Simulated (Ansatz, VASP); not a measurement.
ZrB: VASP beside Ansatz

INCAR

```
SYSTEM = ZrB
ALGO = Fast
EDIFF = 1E-6
EDIFFG = -0.02
ENCUT = 600
GGA = PE
IBRION = 2
ISIF = 3
ISMEAR = 0
LASPH = .TRUE.
LCHARG = .FALSE.
LREAL = .FALSE.
LWAVE = .FALSE.
NELM = 100
NSW = 70
PREC = Accurate
SIGMA = 0.1
```

File KPOINTS:

```
k-points
0
G
  20 20 20
  0 0 0
```

File POSCAR:

```
ZrB
1.0
    0.0000000000      2.4515811075      2.4515811075
    2.4515811075      0.0000000000      2.4515811075
    2.4515811075      2.4515811075      0.0000000000
Zr B
1 1
Direct
    0.0000000000      0.0000000000      0.0000000000
    0.5000000000      0.5000000000      0.5000000000
```

Input for Ansatz:

```yaml
crystal:
  lattice:
    - [0.0, 2.4515811075, 2.4515811075]
    - [2.4515811075, 0.0, 2.4515811075]
    - [2.4515811075, 2.4515811075, 0.0]
  atoms:
    - { symbol: Zr, position: [0.0, 0.0, 0.0] }
    - { symbol: B, position: [0.5, 0.5, 0.5] }
basis:
  ecutwfc: 420
kpoints:
  mp_grid: { grid: [20, 20, 20] }
hamiltonian:
  xc: pbe
scf:
  occupations: { method: gaussian, width: 0.1 }
output:
  forces: true
  stress: true
  eigenvalues: true
relax:
  adjacent_minimum: "off"
  f_tol: 0.02
  max_steps: 50
  cell: { stress_tol: 0.1 }
```

Alike in both runs: task relaxation of cell and atoms; functional PBE; k mesh 20 × 20 × 20; occupations gaussian, width 0.1 eV; no spin polarisation.

|  | VASP | Ansatz |
| --- | --- | --- |
| version | VASP 6.6.1 | Ansatz 0.2.0 |
| potentials or method | VASP PAW PBE potentials, release 64 (Zr_sv, B) | scalar-relativistic, plane waves, PAW |
| plane-wave cutoff (eV) | 600 | 420 |
| valence electrons in the cell | 15 | 15 |

|  | VASP | Ansatz | Ansatz less VASP |
| --- | --- | --- | --- |
| gap on the k mesh at the Fermi level, each at its own relaxed structure (eV) | none | none | - |
| relaxed volume (Å³/atom) | 14.73 | 14.73 | 0.000 |
| relaxed cell length with the largest relative difference (Å) | 3.467 | 3.467 | 0.0000 |

A gap of «none» marks a metal or a gap that the smearing closes.

Caveats: the relaxation stopped at its first step, so nothing moved.
